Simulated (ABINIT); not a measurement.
Runs of ABINIT 10.8.3 (patched build) on NbAs. The structure is tetragonal, space group I4_1md (No. 109). The conventional cell has a = 3.452 Å, b = 3.452 Å, c = 11.680 Å, α = 90.00°, β = 90.00°, γ = 90.00°. Around Nb (site symmetry 2mm) lie 6 As at 2.60 to 2.63 Å. As (site symmetry 2mm) has 6 Nb at 2.60 to 2.63 Å as nearest neighbours. 

| level | potentials or basis | k mesh | cutoff (eV) | fine-grid cutoff | mesh quality | gap on the mesh (eV) | pressure (GPa) | largest force (eV/Å) |
| --- | --- | --- | --- | --- | --- | --- | --- | --- |
| LDA | JTH PAW LDA v2.0 | 9 × 9 × 9 | 408 | 816.342 eV | not flagged | none | - | 0.27 |
| r2SCAN | JTH PAW PBE v2.0 | 4 × 4 × 4 | 517 | 1034.03 eV | coarse | none | - | 0.27 |
| PBEsol | JTH PAW PBE v2.0 | 7 × 7 × 7 | 435 | 870.764 eV | coarse | none | -2.5 | 0.30 |
| LDA | JTH PAW LDA v2.0 | 7 × 7 × 7 | 408 | 816.342 eV | coarse | none | - | (a) |
| PBE | JTH PAW PBE v2.0 | 7 × 7 × 7 | 435 | 870.764 eV | coarse | none | 3.0 | 0.31 |
| PBE | JTH PAW PBE v2.0 | 9 × 9 × 9 | 435 | 870.764 eV | not flagged | none | 3.0 | 0.30 |
| PBE | JTH PAW PBE v2.0 | 11 × 11 × 11 | 435 | 870.764 eV | not flagged | none | 3.0 | 0.30 |
| PBEsol | JTH PAW PBE v2.0 | 9 × 9 × 9 | 435 | 870.764 eV | not flagged | none | -2.5 | 0.29 |

Alike in all rows: task single point; no spin polarisation; cell as given; smearing fermi-dirac 0.05 eV.

**Question.** Estimate the missing entries.

**Answer.** (a) 0.28.

Caveats: some runs use coarse meshes; the PAW data sets were made with another functional, which shifts forces and pressure a little (some runs).

A k mesh can miss the band edges, and the runs leave out spin-orbit coupling on As, Nb.

A gap of «none» marks a metal or a gap under the smearing width.

Not every run made on this cell is shown here.
